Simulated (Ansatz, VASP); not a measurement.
# BN (Qingsongite): VASP beside Ansatz, part 2 of 2

Wanted: the spread between two codes on one cell, functional and k mesh. The cell is taken from a series of VASP runs on this material, whose earlier steps may have relaxed, scaled or displaced it; both programs get it as it stands.

VASP 6.6.1 and Ansatz 0.2.0.

So far, pressure (GPa): step 4 (side by side) -1.08.

## (6) VASP: single point, r2SCAN, volume scaled by 0.98

Level of this step: r2SCAN; plane waves and PAW (B, N) (VASP).

A single point gives forces, pressure and levels at one fixed geometry, so differences don't come from the geometry; what else differs is listed under the comparison. The cell compared in this pair holds 11.56 Å³, against 11.79 Å³ for the pair before.

File INCAR:

```
SYSTEM = BN
PREC = Accurate
ENCUT = 520
EDIFF = 1E-06
NELM = 100
ISMEAR = 0
SIGMA = 0.05
LREAL = .FALSE.
ALGO = Normal
METAGGA = R2SCAN
LASPH = .TRUE.
NBANDS = 10
LORBIT = 11
LWAVE = .FALSE.
LCHARG = .FALSE.
KPAR = 2
ISIF = 2
```

File POSCAR:

```
BN
1.0
    0.0000000000      1.7944138475      1.7944138475
    1.7944138475      0.0000000000      1.7944138475
    1.7944138475      1.7944138475      0.0000000000
B N
1 1
Direct
    0.0000000000      0.0000000000      0.0000000000
    0.2500000000      0.2500000000      0.2500000000
```

File KPOINTS:

```
Automatic mesh
0
Gamma
11 11 11
0 0 0
```

Potentials, in the order of the species: B and N (PBE family, release 64).

Command:

```sh
mpirun -np 2 vasp_std
```

Numbers of over 12 decimals in the logs are rounded to 6 here.

The log of the run:

```text
[banner, memory and clock lines left out]
running    2 mpi-ranks, on    1 nodes
[...]
[... a notice as in an earlier step ...]

 LDA part: xc-table for (None), standard interpolation
 POSCAR, INCAR and KPOINTS ok, starting setup
[...]
entering main loop
       N       E                     dE             d eps       ncg     rms          rms(c)
DAV:   1     0.747116966068E+01    0.74712E+01   -0.51623E+03  1152   0.814E+02
DAV:   2    -0.219627233391E+02   -0.29434E+02   -0.28202E+02  1374   0.177E+02
DAV:   3    -0.224300248343E+02   -0.46730E+00   -0.46669E+00  1308   0.203E+01
DAV:   4    -0.224305627851E+02   -0.53795E-03   -0.53794E-03  1214   0.760E-01
[...]
DAV:  10    -0.191652106797E+02   -0.11953E-04   -0.39219E-04  1224   0.171E-01    0.318E-02
DAV:  11    -0.191652109439E+02   -0.26417E-06   -0.40466E-05  1266   0.515E-02    0.843E-03
DAV:  12    -0.191652118414E+02   -0.89756E-06   -0.13876E-06   714   0.110E-02
   1 F= -.19165212E+02 E0= -.19165212E+02  d E =-.305662E-15
```

Parts of OUTCAR (step 6):

```text
  Total        0.5914636      0.5914636      0.5914636      0.0000000      0.0000000     -0.0000000
  in kB       82.0050884     82.0050884     82.0050884      0.0000000      0.0000000     -0.0000000
  external PRESSURE =      82.0050884 kB  Pullay stress =       0.0000000 kB

 POSITION                                       TOTAL-FORCE (eV/Angst)
 -----------------------------------------------------------------------------------
      0.00000      0.00000      0.00000         0.000000      0.000000      0.000000
      0.89721      0.89721      0.89721        -0.000000     -0.000000     -0.000000
 -----------------------------------------------------------------------------------
    total drift:                                0.000000      0.000000      0.000000

  FREE ENERGIE OF THE ION-ELECTRON SYSTEM (eV)
  ---------------------------------------------------
  free  energy   TOTEN  =       -19.1652118414 eV

  energy  without entropy=      -19.1652118414  energy(sigma->0) =      -19.16521184

[... 3 further parts left out ...]
[key lines of the parts left out:]
E-fermi :   7.7685
```

The scan keeps the cell's shape and the fractional positions fixed.

## (7) Ansatz: single point, r2SCAN, volume scaled by 0.98

The same cell, functional, mesh and smearing now go to Ansatz, which takes its cutoff from its data sets.

The cell is a member of a volume series, scaled by 0.98 from a relaxed one, so a pressure remains.

File input.yaml:

```yaml
crystal:
  lattice:
    - [0.0, 1.7944138475, 1.7944138475]
    - [1.7944138475, 0.0, 1.7944138475]
    - [1.7944138475, 1.7944138475, 0.0]
  atoms:
    - { symbol: B, position: [0.0, 0.0, 0.0] }
    - { symbol: "N", position: [0.25, 0.25, 0.25] }
hamiltonian:
  xc: r2scan
  pseudopotentials: { kind: paw }
kpoints:
  mp_grid: { grid: [11, 11, 11] }
scf:
  occupations: { method: gaussian, width: 0.05 }
  n_extra_bands: 4
output:
  forces: true
  stress: true
  eigenvalues: true
```

Command:

```sh
ansatz run input.yaml --threads 2 --pin off --max-ram 4608MiB --backend cpu --events-out ev --progress --plain --runs-dir out
```

The log of the run:

```text
[...]
Crystal: 2 atoms, lattice volume = 11.556 Å³
Basis set: ecut = 500 eV, 283 PW (Γ), exchange–correlation on 80×80×80 points (64 copies of the dense FFT grid, shifted against one another)
Bands: 8, of which v1, the nominal top of the filled ones, is band 4 counted from 1 (3 counted from 0)
Symmetry: 24 space group operations
[...]
k-points: 56 of 1331 (time reversal used)
[...]
Free energy (F): -544.002207 eV
[...]
Internal energy: -544.002207 eV  (E = F + TS)
E sigma→0 (E₀):  -544.002207 eV
Fermi energy:    13.930479 eV
[...]
--- Stress (GPa, compression-positive) ---
        7.049843      -0.000000       0.000000
        0.000000       7.049843       0.000000
       -0.000000       0.000000       7.049843
  P = ⅓ Tr σ = 7.0498 GPa (70.498 kbar)
--- Band table (eV; the first three rows and the last of 56) ---
[...]
[key lines of the parts left out:]
SCF converged after 6 iterations
```

Elapsed: 0.74 s, on 2 threads of Arm Neoverse V2, shared host; peak memory 0.28 GiB.

The run ends at a pressure of 7.05 GPa.

## (8) Side by side

Compared:

```
                                        quantity  Ansatz   VASP  difference
                                  pressure (GPa)    7.05   8.20       -1.15
pressure without Ansatz's Pulay correction (GPa)    6.98   8.20       -1.22
                          gap on the k mesh (eV)   5.136  5.113      +0.023
```

A gap on the mesh is an upper bound, since the band edges may lie between its points. Ansatz's pressure holds a Pulay correction of 0.07 GPa; VASP's holds none.

## (9) Further runs

Further runs change the set-up of one program: Ansatz's method, potentials or start, or VASP's data sets, cutoff or form of LDA. The table gives Ansatz less VASP for each quantity, since a change that brings one quantity closer may part another.

```
                                        run  pressure (GPa)  gap on the k mesh (eV)  pressure without Ansatz's Pulay correction (GPa)
                                   as above            -1.2                   0.023                                              -1.2
                       cores kept as stored            -1.4                   0.026                                              -1.5
    Ansatz's larger PAW set (cutoff 900 eV)            -1.0                   0.020                                              -1.2
norm-conserving potentials (cutoff 1252 eV)           0.091                   0.019                                             0.015
```

## (10) VASP: single point, r2SCAN, volume scaled by 1.06

A single point gives forces, pressure and levels at one fixed geometry, so differences don't come from the geometry; what else differs is listed under the comparison. The cell compared in this pair holds 12.50 Å³, against 11.56 Å³ for the pair before.

INCAR is that of step 6.

File POSCAR:

```
BN
1.0
    0.0000000000      1.8419699546      1.8419699546
    1.8419699546      0.0000000000      1.8419699546
    1.8419699546      1.8419699546      0.0000000000
B N
1 1
Direct
    0.0000000000      0.0000000000      0.0000000000
    0.2500000000      0.2500000000      0.2500000000
```

KPOINTS is that of step 6.

Command:

```sh
mpirun -np 2 vasp_std
```

The log of the run:

```text
[... set-up lines as in an earlier step ...]
 entering main loop
       N       E                     dE             d eps       ncg     rms          rms(c)
DAV:   1     0.762679618518E+01    0.76268E+01   -0.51316E+03  1146   0.804E+02
DAV:   2    -0.217535118089E+02   -0.29380E+02   -0.28613E+02  1414   0.175E+02
DAV:   3    -0.223225011475E+02   -0.56899E+00   -0.56799E+00  1322   0.217E+01
DAV:   4    -0.223234624441E+02   -0.96130E-03   -0.96127E-03  1220   0.944E-01
[...]
DAV:  10    -0.191261893016E+02    0.15305E-04   -0.50094E-04  1192   0.180E-01    0.307E-02
DAV:  11    -0.191261924644E+02   -0.31628E-05   -0.48515E-05  1228   0.586E-02    0.807E-03
DAV:  12    -0.191261933843E+02   -0.91990E-06   -0.94437E-07   698   0.103E-02
   1 F= -.19126193E+02 E0= -.19126193E+02  d E =-.926718E-22
```

Parts of OUTCAR (step 10):

```text
  Total       -1.6022053     -1.6022053     -1.6022053     -0.0000000     -0.0000000     -0.0000000
  in kB     -205.3766823   -205.3766823   -205.3766823     -0.0000000     -0.0000000     -0.0000000
  external PRESSURE =    -205.3766823 kB  Pullay stress =       0.0000000 kB

 POSITION                                       TOTAL-FORCE (eV/Angst)
 -----------------------------------------------------------------------------------
      0.00000      0.00000      0.00000        -0.000000     -0.000000     -0.000000
      0.92098      0.92098      0.92098         0.000000      0.000000      0.000000
 -----------------------------------------------------------------------------------
    total drift:                                0.000000      0.000000      0.000000

  FREE ENERGIE OF THE ION-ELECTRON SYSTEM (eV)
  ---------------------------------------------------
  free  energy   TOTEN  =       -19.1261933843 eV

  energy  without entropy=      -19.1261933843  energy(sigma->0) =      -19.12619338

[... 1 part as in an earlier step ...]

[... 2 further parts left out ...]
[key lines of the parts left out:]
E-fermi :   6.8823
```

The run ends at a pressure of -20.54 GPa.

## (11) Ansatz: single point, r2SCAN, volume scaled by 1.06

The same cell, functional, mesh and smearing now go to Ansatz, which takes its cutoff from its data sets.

The cell is a member of a volume series, scaled by 1.06 from a relaxed one, so a pressure remains.

input.yaml, the sections that differ from step 7:

```yaml
crystal:
  lattice:
    - [0.0, 1.8419699546, 1.8419699546]
    - [1.8419699546, 0.0, 1.8419699546]
    - [1.8419699546, 1.8419699546, 0.0]
  atoms:
    - { symbol: B, position: [0.0, 0.0, 0.0] }
    - { symbol: "N", position: [0.25, 0.25, 0.25] }
output:
  forces: true
  stress: true
  eigenvalues: true
  write_density: true
  write_potential: true
  elf: true
  volumetric_format: npy
# hamiltonian, kpoints, scf: as in step 7
```

Command:

```sh
ansatz run input.yaml --threads 2 --pin off --max-ram 4608MiB --backend cpu --events-out ev --progress --plain --runs-dir out
```

The log of the run:

```text
[...]
Crystal: 2 atoms, lattice volume = 12.499 Å³
Basis set: ecut = 500 eV, 331 PW (Γ), exchange–correlation on 80×80×80 points (64 copies of the dense FFT grid, shifted against one another)
Bands: 8, of which v1, the nominal top of the filled ones, is band 4 counted from 1 (3 counted from 0)
Symmetry: 24 space group operations
[...]
k-points: 56 of 1331 (time reversal used)
[...]
Free energy (F): -543.954795 eV
[...]
Internal energy: -543.954795 eV  (E = F + TS)
E sigma→0 (E₀):  -543.954795 eV
Fermi energy:    12.630572 eV
[...]
--- Stress (GPa, compression-positive) ---
      -21.390610      -0.000000      -0.000000
       -0.000000     -21.390610       0.000000
       -0.000000       0.000000     -21.390610
  P = ⅓ Tr σ = -21.3906 GPa (-213.906 kbar)
--- Band table (eV; the first three rows and the last of 56) ---
[...]
[key lines of the parts left out:]
SCF converged after 6 iterations
```

It took 0.95 s on 2 threads; peak memory 0.29 GiB; 1.8 s of CPU time.

For the pressure, step 8 gave 7.05 GPa; this run, with cell volume +8.2 %, gives -21.4 GPa.

## (12) Differences

Compared:

| quantity | Ansatz | VASP | difference |
| --- | --- | --- | --- |
| pressure (GPa) | -21.39 | -20.54 | -0.85 |
| pressure without Ansatz's Pulay correction (GPa) | -21.45 | -20.54 | -0.91 |
| gap on the k mesh (eV) | 5.022 | 5.004 | +0.018 |

A gap on the mesh is an upper bound, since the band edges may lie between its points. Ansatz's pressure holds a Pulay correction of 0.06 GPa; VASP's holds none.

## (13) Outcome

```
difference in pressure (band structure, r2SCAN)                               : -1.1 GPa
difference in pressure (single point, r2SCAN, volume scaled by 0.98)          : -1.2 GPa
difference in gap on the k mesh (single point, r2SCAN, volume scaled by 1.06) : 0.018 eV
difference in pressure (single point, r2SCAN, volume scaled by 1.06)          : -0.85 GPa
```

What this shows: The difference in pressure is -1.2 GPa (single point, r2SCAN, volume scaled by 0.98), beyond the 1 GPa picked in this series as the mark of a large difference. Band structure, r2SCAN, norm-conserving potentials (cutoff 1252 eV): the difference in pressure goes from -1.1 to 0.089 GPa; the difference in pressure without Ansatz's Pulay correction goes from -1.2 to 0.014 GPa. Single point, r2SCAN, volume scaled by 0.98, cores kept as stored: the difference in pressure without Ansatz's Pulay correction goes from -1.2 to -1.5 GPa. Single point, r2SCAN, volume scaled by 0.98, norm-conserving potentials (cutoff 1252 eV): the difference in pressure goes from -1.2 to 0.091 GPa; the difference in pressure without Ansatz's Pulay correction goes from -1.2 to 0.015 GPa. 1 further run of this series is not shown here. How closely two codes agree says nothing of how well the functional describes the real material.

[Lines on the potential files, build, host, timing and source positions are cut from VASP's logs without a mark.]

[Logs are printed without paths, hosts, clocks, repeated set-up lines and the standing remarks that a program may print on its own settings, such as how far it seeks lower states.]

[Hosts, paths, dates, database ids (printed as entryN), source tags and the programs' standing remarks are cut or masked in the printed files.]
